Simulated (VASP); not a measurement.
# AlAu2 under changes of volume

One of the cells (16.716 Å³/atom); the others are scaled copies at fixed shape and fractional positions:

```
CELL_PARAMETERS angstrom
-1.68258 1.68258 4.42821
1.68258 -1.68258 4.42821
1.68258 1.68258 -4.42821
ATOMIC_POSITIONS crystal
Au 0.34373 0.34373 0.00000
Au 0.65627 0.65627 0.00000
Al 0.00000 0.00000 0.00000
```

The cell comes from a database or a generator and needn't be the stable form of this composition.

* Program: VASP 6.6.1
* Functional: PBEsol
* Potentials or basis: VASP PAW PBE potentials, release 64 (Au, Al)
* Cutoff: 520 eV
* k mesh: 11 × 11 × 11
* Occupations: fermi-dirac, width 0.05 eV
* Spin: no spin polarisation

```csv
volume (Å³/atom),energy over the lowest point (meV/atom),pressure (GPa),largest force (eV/Å)
15.405,?,?,?
15.732,4.64,4.0,0.127
16.060,0.00,0.5,0.090
16.716,9.89,-5.2,0.025
17.043,22.84,-7.5,0.004
17.371,40.22,-9.6,0.030
```

Question: What does the run at 15.405 Å³/atom give?

Answer: Energy over the lowest point 16.91 meV/atom; pressure 8.0 GPa; largest force 0.166 eV/Å.

Worked out: A Birch-Murnaghan fit of order 3 (a polynomial in V^(-2/3)) to the other rows has its minimum at 16.12 Å³/atom with B0 = V·E''(V) = 156 GPa and B' = 5.6 at fixed shape and positions, which overstates the stiffness. It gives 16.89 meV/atom at 15.405 Å³/atom, against the run's 16.91, and -dE/dV = 8.0 GPa, against 8.0.

Energies are extrapolated to zero smearing.

Caveats: the PAW data sets were made with another functional, which shifts forces and pressure a little.
